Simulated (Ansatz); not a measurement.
# MoS2 (layers cut from the bulk crystal): converging the G0W0 gap

Wanted: a G0W0 gap for MoS2 (layers cut from the bulk crystal) that is converged in bands and cutoff, or an estimate of the limit.

Main program and level: Ansatz 0.2.0; G0W0 on PBEsol, plane waves, PAW.

### 1. Starting point

The cell holds 6 atoms: 4 S and 2 Mo. Its edges and angles: a = 3.116 Å, b = 3.116 Å, c = 41.100 Å, α = 90.0°, β = 90.0°, γ = 120.0°. It derives from MoS2. Regions: layer 1, 3 atoms (2 S and 1 Mo); layer 2, 3 atoms (2 S and 1 Mo). Vacuum lies along c.

The structure was relaxed with PBEsol-D3(BJ). The runs that relaxed it are not among those shown. The default PAW set here is soft_2. Its files were made with PBE. The Coulomb interaction is cut off across the vacuum.

### 2. 183 empty bands, screening to 38 eV

G0W0 replaces the xc potential by the self-energy, built once from these orbitals. Only a window of levels is corrected, while the sums run over the empty bands that the input names.

The input, input.yaml:

```yaml
crystal:
  lattice:
    - [3.1159354134, 0.0, 0.0]
    - [-1.5579677067, 2.6984792245, 0.0]
    - [0.0, 0.0, 41.1]
  atoms:
    - { symbol: S, position: [0.75, 0.25, 0.3913035807] }
    - { symbol: Mo, position: [0.0833333333, 0.9166666667, 0.4293211698] }
    - { symbol: S, position: [0.75, 0.25, 0.4673199411] }
    - { symbol: S, position: [0.0833333333, 0.9166666667, 0.5326951637] }
    - { symbol: Mo, position: [0.4166666667, 0.5833333333, 0.5706364349] }
    - { symbol: S, position: [0.0833333333, 0.9166666667, 0.6086964193] }
  periodic: [true, true, false]
kpoints:
  mp_grid: { grid: [9, 9, 1] }
hamiltonian:
  xc: pbesol
scf:
  occupations: { method: fixed }
gw:
  n_empty_bands: 183
  ecut_chi: 38
  qp_bands: [v2, c2]
  qp_kpoints: band_edges
  screening: { model: contour_deformation }
```

Run with:

```sh
> ansatz run input.yaml --threads 3 --pin off --max-ram 92160MiB --backend cuda --events-out ev --progress --plain --runs-dir out --devices 1 --max-vram 13GiB
```

Numbers of over 12 decimals in the logs are rounded to 6 here.

The program printed:

```text
GPUs: using 1 of 1 available (devices: 1).
Engine: ansatz 0.2.0, x86_64-unknown-linux-gnu
Pseudopotentials: kind: paw
Pseudopotential: S, paw, valence charge 6, recommended cutoff 420 eV (normal), S.paw.azcp
Pseudopotential: Mo, paw, valence charge 14, recommended cutoff 420 eV (normal), Mo.paw.azcp
Functional definition: PBEsol
  exchange = pbesol_x
  correlation = pbesol_c
device memory: the entry about to start is reckoned to put 2.4 GiB on a device that reports 42.4 GiB free (of which the cap on the GPU budget leaves the run 13.0 GiB)
GPU FFT provider: cuFFT
GPU libraries: cuBLAS 13.8.2, cuFFT 12.4.0, cuSOLVER 12.3.4
Crystal: 6 atoms, lattice volume = 345.581 Å³
Basis set: ecut = 420 eV, 6701 PW (Γ)
Bands: 32, of which v1, the nominal top of the filled ones, is band 26 counted from 1 (25 counted from 0)
Symmetry: 6 space group operations
Space group: P3m1 (ITA 156), of the structure as read, at distance tolerance 7.0e-5 Å
k-points: 12 of 81 (time reversal used)
Non-local potential: S, projectors of the file, l = 0: 2, l = 1: 2, l = 2: 2
Non-local potential: Mo, projectors of the file, l = 0: 3, l = 1: 2, l = 2: 2, l = 3: 1
PAW form: soft (Blöchl's): semilocal exchange-correlation on the pseudo side does not see the compensation charge
PAW frozen core: S, regenerated for the run's functional, and the local potential with it (the file was generated under x = pbe(κ = 0.804, μ = 0.219515), c = pbe(β = 0.066725))
PAW frozen core: Mo, regenerated for the run's functional, and the local potential with it (the file was generated under x = pbe(κ = 0.804, μ = 0.219515), c = pbe(β = 0.066725))
PAW one-centre angular grid: S, 110 points (default); XC on 64 Gauss nodes
PAW one-centre angular grid: Mo, 590 points (default); XC on 64 Gauss nodes
Initial density: superposition of atomic densities (neutral atoms: chi_scale 0, normalization atom), corrected by the library's trained network
Initial wavefunctions: pseudopotential atomic-orbital guess
GPU buffer pool allocated for 165888 grid points (all kernels)
GPU transforms: local potential and band sums: pruned to the plane-wave sphere, on 24×24×288
Functional: x = pbesol(κ = 0.804, μ = 0.123457), c = pbesol(β = 0.046)
SCF iter   1: F=—  HF=-13340.256717 eV  |F-HF|=—  |Δ(HF+E_count)|=         —  Δρ=4.01e-3  dr2=1.22e-1  ethr=1.77e-3  ⟨swp⟩=7.0  Hψ=2312  notcnv=0  defer=42
preconditioner: auto → Resta (q_TF=auto, 1.990 Å⁻¹)  ε∞=3.3  [insulator: Δε(μ)=1.033 eV  Ē_g=7.938 eV  n_scr=26 (ndim 8)  ℏωp=12.0 eV  f_vac=0.694  ε∞_Penn≈3.3  vacuum switching on, ρ_ref=4.6e-3 e/Å³]
SCF iter   2: F=—  HF=-13340.263550 eV  |F-HF|=—  |Δ(HF+E_count)|=   6.83e-3  Δρ=2.72e-3  dr2=1.04e-1  ethr=2.35e-4  ⟨swp⟩=4.6  Hψ=951  notcnv=0  defer=48
SCF iter   3: F=—  HF=-13340.254428 eV  |F-HF|=—  |Δ(HF+E_count)|=   9.12e-3  Δρ=1.57e-3  dr2=3.66e-3  ethr=2.00e-4  ⟨swp⟩=2.6  Hψ=552  notcnv=0  defer=48
SCF iter   4: F=—  HF=-13340.258257 eV  |F-HF|=—  |Δ(HF+E_count)|=   3.83e-3  Δρ=8.07e-4  dr2=5.31e-3  ethr=7.03e-6  ⟨swp⟩=3.4  Hψ=955  notcnv=0  defer=48
SCF iter   5: F=—  HF=-13340.257644 eV  |F-HF|=—  |Δ(HF+E_count)|=   6.13e-4  Δρ=2.48e-4  dr2=7.84e-4  ethr=7.03e-6  ⟨swp⟩=2.7  Hψ=628  notcnv=0  defer=48
SCF iter   6: F=—  HF=-13340.257638 eV  |F-HF|=—  |Δ(HF+E_count)|=   5.67e-6  Δρ=1.27e-4  dr2=1.97e-4  ethr=1.51e-6  ⟨swp⟩=2.9  Hψ=762  notcnv=0  defer=48
SCF iter   7: F=—  HF=-13340.257622 eV  |F-HF|=—  |Δ(HF+E_count)|=   1.60e-5  Δρ=7.18e-5  dr2=8.65e-5  ethr=3.78e-7  ⟨swp⟩=1.9  Hψ=653  notcnv=0  defer=46
SCF iter   8: F=—  HF=-13340.257615 eV  |F-HF|=—  |Δ(HF+E_count)|=   7.29e-6  Δρ=4.00e-5  dr2=1.77e-5  ethr=1.66e-7  ⟨swp⟩=2.5  Hψ=505  notcnv=0  defer=44
SCF iter   9: F=—  HF=-13340.257616 eV  |F-HF|=—  |Δ(HF+E_count)|=   1.59e-6  Δρ=2.86e-5  dr2=9.76e-6  ethr=3.40e-8  ⟨swp⟩=2.8  Hψ=732  notcnv=0  defer=44
SCF iter  10: F=—  HF=-13340.257615 eV  |F-HF|=—  |Δ(HF+E_count)|=   9.96e-7  Δρ=1.49e-5  dr2=2.82e-6  ethr=1.88e-8  ⟨swp⟩=2.4  Hψ=524  notcnv=0  defer=44
SCF iter  11: F=-13340.257615 eV  HF=-13340.257615 eV  |F-HF|=5.47e-8  |Δ(HF+E_count)|=   3.00e-7  Δρ=2.27e-6  dr2=6.75e-8  ethr=1.92e-10  ⟨swp⟩=15.7  Hψ=2745  notcnv=0
SCF 1 converged in 11 iterations: F = -13340.257615 eV  dr2 = 6.75e-8
  greatest PAW one-centre occupation: 0.999 electrons in one spin orbital (limit 2), on the Mo atom at site 1 (counted from 0), in its partial waves of l = 0
device memory: the entry about to start is reckoned to put 2.6 GiB (of the 2.8 GiB reckoned in all, the device holds 0.2 GiB already) on a device that reports 42.4 GiB free (of which the cap on the GPU budget leaves the run 12.8 GiB)
NSCF: frozen V_eff on 12 k-points, pencils in batches of 32, up to order 128
the band table was solved once the SCF had ended and its energy, with any forces and stress, was formed, with the checks that follow a solve (2425 applications of the Hamiltonian). They found nothing against the state; the energy, forces and stress were not computed again (output.eigenvalues in the input reference)
device memory: the entry about to start is reckoned to put 5.1 GiB on a device that reports 42.5 GiB free (of which the cap on the GPU budget leaves the run 13.0 GiB)
NSCF: frozen V_eff on 12 k-points
G₀W₀ screening: q 1/12
[... further progress lines ...]
device memory: the entry about to start is reckoned to put 1.2 GiB on a device that reports 50.8 GiB free (of which the cap on the GPU budget leaves the run 13.0 GiB)
NSCF: frozen V_eff on 1 k-points
SCF converged after 11 iterations
Free energy (F): -13340.257615 eV
Harris-Foulkes:  -13340.257615 eV  (|F-HF|=5.47e-8)
Internal energy: -13340.257615 eV  (E = F + TS)
E sigma→0 (E₀):  -13340.257615 eV
Fermi energy:    -5.219585 eV
--- Per-component energies (eV) ---
  E_band       = -1154.594400
  E_kinetic    = 1316.571650
  E_local      = -197259.679765  (includes V_loc(G=0)·N_el)
  E_nonlocal   = 403.140591
  E_hartree    = 97753.158402
  E_xc         = -752.920801
  E_vxc        = -811.201772  (∫ρ·V_xc dr)
  E_paw        = -8624.024736  (= ΣΔE_a)
  E_vpaw       = -309.717877  (= ΣTr[D̂ρ^β])
  E_aug_tail   = 0.000065  (compensation charges beyond the density's cutoff)
  E_ewald      = 93822.830583
  E_core_change = 0.666396  (= ΣΔE_core)
  E_smearing   = -0.000000  (= −TS)
  E_closure    = -0.000000  (closes the sum)
  Σ components = -13340.257615   (vs F -13340.257615, Δ=0.00e0)
--- Band table (eV; the first three rows and the last of 12) ---
  k-point 0: bands = [... 22 lower, -7.3261, -7.1943, -6.3164, -5.2196, -3.1086, -3.1086, -2.9711, -2.9711, ... 2 higher]
  k-point 1: bands = [... 22 lower, -7.2451, -6.7746, -6.3386, -5.5760, -3.2867, -3.2615, -3.1609, -3.1114, ... 2 higher]
  k-point 2: bands = [... 22 lower, -7.4619, -6.9578, -6.6868, -6.4547, -3.9056, -3.5050, -3.4573, -3.2546, ... 2 higher]
  k-point 11: bands = [... 22 lower, -8.2941, -8.0269, -6.0089, -5.8769, -4.1068, -4.0044, -3.0632, -3.0045, ... 2 higher]
--- G₀W₀: contour deformation, 7 samples at zero and on the imaginary axis and 2 off it, 81 q-points, 183 empty bands' worth ---
  eigenvalues of the whole cell's RPA ε∞ on this k-mesh (on a slab, of 1 + 4πα/V) = 1.2459, 5.2517, 5.2517; static W/v taken at q = 0 is 0.365638
  gw.qp_kpoints: band_edges: 10 of 12 stored k-points solved, in 1 pass; an edge of the gap read off the rows below is read off those points alone
    valence top: of the k-points left out ik 8 came nearest to being solved in a further pass, in band 26 (counted from 1, as in the quasiparticle table): it holds the edge there only if its correction is more favourable than any solved in that band by at least 0.953 eV; those differ by 0.199 eV
    conduction bottom: of the k-points left out ik 4 came nearest to being solved in a further pass, in band 27 (counted from 1, as in the quasiparticle table): it holds the edge there only if its correction is more favourable than any solved in that band by at least 0.581 eV; those differ by 0.221 eV
    ik  band        ε_KS         Σx   Σc(E_QP)       V_xc       Z   E_QP_lin       E_QP  E_QP is
     0    25     -6.3164   -18.6171     1.4654   -17.5250  0.7375    -5.9456    -5.9431  root
     0    26     -5.2196   -19.3837     1.1387   -18.7363  0.7496    -4.7313    -4.7284  root
     0    27     -3.1086   -13.7586    -3.5883   -18.4405  0.7450    -1.9810    -2.0149  root
     0    28     -3.1086   -13.7586    -3.5883   -18.4405  0.7450    -1.9810    -2.0149  root
     1    25     -6.3386   -18.8445     1.5149   -17.7144  0.7376    -5.9565    -5.9538  root
     1    26     -5.5760   -19.3298     1.3200   -18.4691  0.7483    -5.1196    -5.1167  root
     1    27     -3.2867   -13.5624    -3.5909   -18.1829  0.7395    -2.2243    -2.2572  root
     1    28     -3.2615   -13.7868    -3.6557   -18.5268  0.7457    -2.1438    -2.1772  root
     2    25     -6.6868   -19.2067     1.6787   -17.9331  0.7347    -6.2849    -6.2817  root
     2    26     -6.4547   -19.2796     1.6377   -18.0635  0.7399    -6.0362    -6.0332  root
     2    27     -3.9056   -13.5232    -3.4417   -17.9646  0.7471    -2.8807    -2.9059  root
     2    28     -3.5050   -14.3767    -3.4586   -18.9111  0.7387    -2.3954    -2.4292  root
     3    25     -7.0979   -18.8122     1.7919   -17.3833  0.7329    -6.7378    -6.7350  root
     3    26     -6.8953   -18.9666     1.7932   -17.5483  0.7362    -6.5232    -6.5204  root
     3    27     -3.7474   -14.2149    -3.7166   -19.0163  0.7411    -2.6293    -2.6625  root
     3    28     -3.6713   -15.3909    -3.6731   -20.2499  0.7366    -2.4445    -2.4854  root
     5    25     -6.5090   -19.1996     1.6819   -17.9064  0.7369    -6.1229    -6.1203  root
     5    26     -6.1977   -19.3193     1.6095   -18.1276  0.7436    -5.7828    -5.7800  root
     5    27     -3.8598   -13.4779    -3.3646   -17.8278  0.7473    -2.8502    -2.8745  root
     5    28     -3.5373   -13.6615    -3.5393   -18.2474  0.7443    -2.4601    -2.4907  root
     6    25     -6.8545   -19.6161     1.8603   -18.1732  0.7350    -6.4405    -6.4371  root
     6    26     -6.7462   -19.7483     1.7751   -18.4309  0.7335    -6.2926    -6.2886  root
     6    27     -4.1566   -13.7042    -3.3409   -18.0555  0.7494    -3.1211    -3.1462  root
     6    28     -3.7382   -14.1506    -3.5233   -18.7570  0.7435    -2.6237    -2.6550  root
[...]
10    25     -6.3135   -19.1684     1.2239   -18.4504  0.7419    -5.8115    -5.8075  root
    10    26     -6.1727   -19.2609     1.2181   -18.5603  0.7423    -5.6592    -5.6552  root
    10    27     -3.8182   -15.7252    -3.4949   -20.3899  0.7384    -2.6109    -2.6485  root
    10    28     -3.6274   -16.0261    -3.5679   -20.7929  0.7354    -2.3866    -2.4286  root
    11    25     -6.0089   -19.2231     0.9199   -18.8673  0.7438    -5.4489    -5.4448  root
    11    26     -5.8769   -19.2866     0.9118   -18.9491  0.7439    -5.3069    -5.3027  root
    11    27     -4.1068   -16.1634    -3.3057   -20.6754  0.7417    -2.8658    -2.9005  root
    11    28     -4.0044   -16.1754    -3.2914   -20.6739  0.7416    -2.7622    -2.7972  root
```

Wall time 49 s (1 × NVIDIA H100 80GB HBM3 (shared by 6 runs) with 3 threads of AMD EPYC 7R13 (Zen 3), shared host); peak memory 1.5 GiB.

In the SCF lines HF is the Harris–Foulkes energy and dr2 the Hartree energy of the density residual, in eV; the loop may stop once dr2 is under the threshold and the program's other checks hold. Hψ counts applications of the Hamiltonian.

This step gave:

| Quantity | Value |
| --- | --- |
| bands summed | 209 |
| plane waves in the screening matrix | 203 |
| q-points in the mesh | 81 |
| G0W0 gap on the mesh | 1.582 eV |
| k of the valence top | 0, 0, 0 |
| k of the conduction bottom | 0.1111, 0.2222, 0 |
| starting gap on the mesh | 1.063 eV |
| Z at the valence top | 0.7496 |
| Z at the conduction bottom | 0.7494 |
| least direct G0W0 gap on the computed points | 2.402 eV |

The gap on the mesh goes from 1.06 eV to 1.58 eV, a correction of +0.52 eV. Between the two edge states, bare exchange in place of the xc potential would open the gap by 5.00 eV, and correlation takes back 4.48 eV.

### 3. 459 empty bands, screening to 70 eV

Bands and screening cutoff are moved together, since each hides the error of the other.

input.yaml, as its differences from that of step 2:

```diff
@@ -19,5 +19,6 @@
   occupations: { method: fixed }
+  convergence: { dr2_threshold: 1.0e-10 }
 gw:
-  n_empty_bands: 183
-  ecut_chi: 38
+  n_empty_bands: 459
+  ecut_chi: 70.0
   qp_bands: [v2, c2]
```

The program printed:

```text
GPUs: using 1 of 1 available (devices: 1).
[...]
GPU FFT provider: cuFFT
GPU libraries: cuBLAS 13.8.2, cuFFT 12.4.0, cuSOLVER 12.3.4
Crystal: 6 atoms, lattice volume = 345.581 Å³
Basis set: ecut = 420 eV, 6701 PW (Γ)
Bands: 32, of which v1, the nominal top of the filled ones, is band 26 counted from 1 (25 counted from 0)
Symmetry: 6 space group operations
[...]
k-points: 12 of 81 (time reversal used)
[...]
GPU buffer pool allocated for 165888 grid points (all kernels)
[...]
SCF iter   1: F=—  HF=-13340.256717 eV  |F-HF|=—  |Δ(HF+E_count)|=         —  Δρ=4.01e-3  dr2=1.22e-1  ethr=1.77e-3  ⟨swp⟩=7.0  Hψ=2312  notcnv=0  defer=42
[...]
SCF iter  15: F=-13340.257615 eV  HF=-13340.257615 eV  |F-HF|=8.91e-11  |Δ(HF+E_count)|=  3.27e-11  Δρ=4.79e-8  dr2=4.18e-11  ethr=1.00e-12  ⟨swp⟩=3.1  Hψ=736  notcnv=0
SCF 1 converged in 15 iterations: F = -13340.257615 eV  dr2 = 4.18e-11
[...]
NSCF: frozen V_eff on 12 k-points, pencils in batches of 32, up to order 128
[...]
NSCF: frozen V_eff on 12 k-points
G₀W₀ screening: q 1/12
[... further progress lines ...]
[...]
SCF converged after 15 iterations
Free energy (F): -13340.257615 eV
[...]
Internal energy: -13340.257615 eV  (E = F + TS)
E sigma→0 (E₀):  -13340.257615 eV
Fermi energy:    -5.219270 eV
[...]
--- Band table (eV; the first three rows and the last of 12) ---
  k-point 0: bands = [... 22 lower, -7.3257, -7.1940, -6.3161, -5.2193, -3.1083, -3.1083, -2.9707, -2.9707, ... 2 higher]
  k-point 1: bands = [... 22 lower, -7.2448, -6.7743, -6.3383, -5.5757, -3.2865, -3.2612, -3.1605, -3.1111, ... 2 higher]
  k-point 2: bands = [... 22 lower, -7.4616, -6.9575, -6.6865, -6.4543, -3.9053, -3.5047, -3.4570, -3.2542, ... 2 higher]
  k-point 11: bands = [... 22 lower, -8.2939, -8.0266, -6.0086, -5.8765, -4.1065, -4.0040, -3.0630, -3.0041, ... 2 higher]
[...]
0    25     -6.3161   -18.6170     1.1547   -17.5250  0.7307    -6.2535    -6.2534  root
     0    26     -5.2193   -19.3837     0.7698   -18.7362  0.7409    -5.0972    -5.0969  root
     0    27     -3.1083   -13.7586    -3.9395   -18.4405  0.7365    -2.3522    -2.3658  root
     0    28     -3.1083   -13.7586    -3.9395   -18.4405  0.7365    -2.3522    -2.3658  root
     1    25     -6.3383   -18.8445     1.1977   -17.7143  0.7304    -6.2708    -6.2707  root
     1    26     -5.5757   -19.3298     0.9635   -18.4691  0.7397    -5.4730    -5.4728  root
     1    27     -3.2865   -13.5624    -3.9220   -18.1830  0.7312    -2.5743    -2.5878  root
     1    28     -3.2612   -13.7870    -3.9962   -18.5268  0.7376    -2.5035    -2.5175  root
[...]
11    25     -6.0086   -19.2230     0.5669   -18.8672  0.7363    -5.7982    -5.7975  root
    11    26     -5.8765   -19.2866     0.5544   -18.9491  0.7363    -5.6602    -5.6596  root
    11    27     -4.1065   -16.1633    -3.6850   -20.6754  0.7335    -3.2645    -3.2796  root
    11    28     -4.0040   -16.1754    -3.6706   -20.6739  0.7335    -3.1610    -3.1761  root
```

Wall time 2.3 min (1 × NVIDIA H100 80GB HBM3 (shared by 6 runs) with 3 threads); peak memory 2.3 GiB; 3.6 min of CPU time.

Numbers from this step:

* bands summed: 485
* plane waves in the screening matrix: 453
* q-points in the mesh: 81
* G0W0 gap on the mesh: 1.634 eV
* k of the valence top: 0, 0, 0
* k of the conduction bottom: 0.1111, 0.2222, 0
* starting gap on the mesh: 1.063 eV
* Z at the valence top: 0.7409
* Z at the conduction bottom: 0.7419
* least direct G0W0 gap on the computed points: 2.380 eV

Against the run with 9×9×1 mesh, 183 empty bands, screening to 38 eV, the gap moves by +0.05 eV.

### 4. Side by side

Times are wall times on 1 × NVIDIA H100 80GB HBM3 (shared by 6 runs) with 3 threads of AMD EPYC 7R13 (Zen 3), shared host, good to a factor of about two.

```csv
mesh,files,frequency,bands summed,cutoff (eV),start (eV),G0W0 (eV),time,host memory (GiB)
9×9×1,default PAW,contour deformation,209,38,1.063,1.582,49 s,1.5
9×9×1,default PAW,contour deformation,485,70,1.063,1.634,2.3 min,2.3
```

The parts of the quasiparticle energy at the two band edges (eV; QP = start + Σx + Σc − Vxc):

```
      run               edge  start      Σx     Σc     Vxc     Z     QP
209 bands        valence top  -5.22  -19.38   1.14  -18.74  0.75  -4.73
209 bands  conduction bottom  -4.16  -13.70  -3.34  -18.06  0.75  -3.15
485 bands        valence top  -5.22  -19.38   0.77  -18.74  0.74  -5.10
485 bands  conduction bottom  -4.16  -13.70  -3.66  -18.06  0.74  -3.46
```

### 5. What came out

| Property | Result |
| --- | --- |
| 209 bands, 38 eV | 1.582 eV |
| 485 bands, 70 eV | 1.634 eV |
| estimated limit in bands and cutoff | 1.67 eV |
| mesh and start | 9×9×1, PBEsol |

A line in one over the bands through the two rungs gives 1.67 eV, +0.04 eV from the top rung; with two points alone it is an unchecked estimate. The rungs stand 0.09 eV (209 bands) and 0.04 eV (485 bands) from it. From 209 to 485 bands the gap moves by +0.05 eV while the time grows 2.8-fold. Σc changes by −0.37 eV at the valence top and −0.32 eV at the conduction bottom, so the levels themselves move more than the gap between them. The 9×9×1 mesh misses a band edge: over a band path and its finer mesh (run apart) the PBEsol gap is 0.99 eV, so the G0W0 gap over the zone may lie about 0.07 eV below its value on the mesh. The mesh in the plane is coarse for a sheet; gap and any exciton binding can still move on denser ones. The many-body steps are scalar-relativistic: spin-orbit coupling is not in them.

[Paths, hosts, dates, memory and timing lines, banners, echoed tables and standing remarks are left out of the program output.]

[Logs are printed without paths, hosts, clocks, repeated set-up lines and the standing remarks that a program may print on its own settings, such as how far it seeks lower states.]

[Runs of the session that timed out or met a known fault of the program may be left out.]

[Cells called generated may have been cut or substituted from an entry of the Crystallography Open Database or the Materials Project.]

[Hosts, paths, dates, database ids (printed as entryN), source tags and the programs' standing remarks are cut or masked in the printed files.]
